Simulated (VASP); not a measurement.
**SnO2 in VASP: one cell, several levels of theory**

Aim: gap, levels, forces and stress of SnO2 (fluorite), under -4.0 % equal strain in all directions at fixed geometry. Runs: PBE, r2SCAN. The results are then set beside those of Ansatz 0.2.0 for the same cell. This is a trial cell built on a prototype, not taken from a measured structure, and it needn't be the compound's ground state.

The runs shown are made with VASP 6.6.1. PAW datasets, plane waves. Values at 0 K without nuclear motion; spin polarisation is off, and the phase may be a hypothetical one.

## Step 1: The cell

The cell comes from an earlier relaxation with r2SCAN in another program.

It is cubic, Fm-3m (No. 225); a = 4.864 Å in the conventional setting, 9.59 Å³ an atom. Near Sn stand 8 O at 2.11 Å; near O stand 4 Sn at 2.11 Å.

As a file:

```cif
data_structure
_symmetry_space_group_name_H-M 'P 1'
_symmetry_Int_Tables_number 1
_cell_length_a 3.4395
_cell_length_b 3.4395
_cell_length_c 3.4395
_cell_angle_alpha 60.000
_cell_angle_beta 60.000
_cell_angle_gamma 60.000
_cell_volume 28.77
loop_
_atom_site_label
_atom_site_type_symbol
_atom_site_fract_x
_atom_site_fract_y
_atom_site_fract_z
_atom_site_occupancy
Sn1 Sn 0.00000 0.00000 0.00000 1
O1 O 0.25000 0.25000 0.25000 1
O2 O 0.75000 0.75000 0.75000 1
```

## Step 2: PBE at this geometry

Contents of INCAR:

```
ENCUT = 520.000000
SIGMA = 0.020000
EDIFF = 1.00e-07
GGA = PE
PREC = Accurate
IBRION = -1
ISIF = 2
ISMEAR = -1
NBANDS = 20
NELM = 120
NSW = 0
LASPH = .TRUE.
LCHARG = .FALSE.
LWAVE = .FALSE.
LREAL = .FALSE.
```

Contents of KPOINTS:

```
KPOINTS created by Atomic Simulation Environment
0
Gamma
8 8 8
0 0 0
```

Contents of KPOINTS_OPT:

```
special points
6
Reciprocal
0.0000000000 0.0000000000 0.0000000000 1
0.5000000000 0.0000000000 0.5000000000 1
0.6250000000 0.2500000000 0.6250000000 1
0.3750000000 0.3750000000 0.7500000000 1
0.5000000000 0.5000000000 0.5000000000 1
0.5000000000 0.2500000000 0.7500000000 1
```

Contents of POSCAR:

```
Sn O
 1.0000000000000000
     0.0000000000000000    2.4321282923999998    2.4321282923999998
     2.4321282923999998    0.0000000000000000    2.4321282923999998
     2.4321282923999998    2.4321282923999998    0.0000000000000000
 Sn  O
   1   2
Cartesian
  0.0000000000000000  0.0000000000000000  0.0000000000000000
  1.2160641461999999  1.2160641461999999  1.2160641461999999
  3.6481924385999998  3.6481924385999998  3.6481924385999998
```

The run uses the recommended PBE PAW datasets (26 valence electrons a neutral cell).

Run with:

```sh
> mpirun -np 1 vasp_std
```

## Step 3: Single point with r2SCAN

Contents of INCAR:

```
ENCUT = 520.000000
SIGMA = 0.010000
EDIFF = 1.00e-07
ALGO = Normal
METAGGA = R2SCAN
PREC = Accurate
IBRION = -1
ISIF = 2
ISMEAR = 0
NBANDS = 20
NELM = 120
NSW = 0
LASPH = .TRUE.
LCHARG = .FALSE.
LWAVE = .FALSE.
LREAL = .FALSE.
```

KPOINTS is that of step 2.

KPOINTS_OPT is that of step 2.

POSCAR is that of step 2.

**Question.** What will these runs give? Wanted: for each run, gap; pressure; Ansatz: gap; Ansatz: pressure.

**Answer**, as computed:

| level | gap (eV) | pressure (GPa) | Ansatz: gap (eV) | Ansatz: pressure (GPa) |
| --- | --- | --- | --- | --- |
| PBE | 1.59 | 47.97 | 1.59 | 46.78 |
| r2SCAN | 2.23 | 39.36 | 2.20 | 37.17 |

**Reading.** The gap runs from 1.59 eV (PBE) to 2.23 eV (r2SCAN). Spin-orbit coupling is left out, though the cell holds Sn (Z = 50); in an element this heavy it can shift bands and gaps by tenths of an eV. The pressure is highest with PBE (48.0 GPa) and lowest with r2SCAN (39.4 GPa), which orders the cells that they would relax to. The two programs agree on the gap within 0.04 eV, far less than the spread between functionals. Datasets and cutoffs are each program's own.
